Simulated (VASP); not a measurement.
A run of VASP 6.6.1 is set up as follows.

The input INCAR:

```
ALGO = Normal
EDIFF = 1E-6
ENCUT = 520
GGA = PE
ISIF = 2
ISMEAR = -1
IVDW = 12
LASPH = True
LCHARG = False
LREAL = Auto
LWAVE = False
NBANDS = 66
NELM = 100
PREC = Accurate
SIGMA = 0.05
```

File KPOINTS:

```
k-points
0
Gamma
  1 1 1
```

The input POSCAR:

```
H21O10F
1.0
    7.1621990000      0.0000000000      0.0000000000
    0.0000000000      7.1621990000      0.0000000000
    0.0000000000      0.0000000000      7.1621990000
O H F
10 21 1
Direct
    0.2835860886      0.0572729130      0.4331630551
    0.8720226847      0.2360029371      1.0235683203
    0.2769261228      0.7435425908      0.0258160936
    0.7441988138      0.6181481414      0.9966492135
    0.2425651675      0.1407947475      0.8369496575
    0.5464662459      0.1384211748      0.1628968980
    0.4902544596      0.3429254060      0.5906426225
   -0.0495797450      0.9506437897      0.3576275945
    0.1284521695      0.5879758437      0.4955600926
    0.5219346740      0.7791741056      0.3526430919
    0.3806512497      0.1089609490      0.3460389749
    0.3165787491     -0.0717237820      0.4886488074
    0.8163693860      0.1533886450      0.9310827582
    0.9926699886      0.2472564641      0.9330374652
    0.3964564514      0.7950491183      0.0875010594
    0.3004663791      0.6303510975     -0.0509480398
    0.8186871099      0.6499679777      0.9008127253
    0.7814918295      0.4909804936      1.0215856890
    0.2714110569      0.1416324791      0.6942839762
    0.2384463207      0.0215297006      0.8055347247
    0.4560052018      0.1619893555      0.0541174575
    0.6300439292      0.2366591601      0.1533048719
    0.5105275628      0.3149870591      0.4514395649
    0.3889308298      0.4289185486      0.5587390130
    0.0774622431      1.0356875032      0.3350367673
   -0.0888693542      0.9236548719      0.2335455912
    0.0378794278      0.5298791614      0.5742789330
    0.0515903007      0.6977326377      0.4505878711
    0.6604954707      0.8322164743      0.3513725324
    0.5244199442      0.6840217648      0.4448354479
    0.9250510912     -0.0733294342      0.5548156369
    0.8777052969     -0.0869006851      0.6853621353
```

Potentials or basis: VASP PAW PBE potentials, release 64 (O, H, F).

Run with:

```bash
$ cat potpaw_PBE.64/O/POTCAR potpaw_PBE.64/H/POTCAR potpaw_PBE.64/F/POTCAR > POTCAR
$ mpirun -np 1 vasp_gam > vasp.out
```

Question: What does it give for the dispersion energy per atom?

Answer: -0.029 eV.

Question: What does it give for the band gap on the k mesh?

Answer: 3.89 eV, direct.

Question: Estimate the pressure.

Answer: -0.6 GPa.

Forces in eV/Å, atoms in the order of the input:
```
O   -0.664 -0.864  0.916
O    3.083  0.176 -2.795
O    0.973  0.525  0.140
O   -2.777 -0.724  3.462
O    0.656  5.367 -1.541
O   -3.590 -1.468 -0.956
O    0.248  0.455 -2.853
O    2.548  1.733 -0.123
O   -0.383  1.423 -0.692
O    2.977  1.889 -0.735
H    0.055 -1.153  0.451
H    0.279  1.974 -1.853
H   -0.983 -0.494  0.159
H   -1.506  0.075  2.358
H   -1.520 -1.620 -1.022
H    0.532  1.035  0.851
H    2.700  1.652 -3.738
H    0.126 -0.704  0.207
H    0.225  2.590  0.848
H   -1.000 -7.628  1.118
H    0.910 -0.451  1.093
H    2.089  1.995 -0.195
H    0.517 -0.229  1.950
H   -0.564  0.373  0.887
H   -1.600 -1.754  1.120
H   -0.555 -0.435 -1.077
H   -0.467 -0.720  0.716
H    1.089 -0.813 -0.081
H   -3.030 -1.094  0.113
H    0.179 -1.127  0.872
H   -0.825  0.093  0.333
F    0.279 -0.077  0.067
```
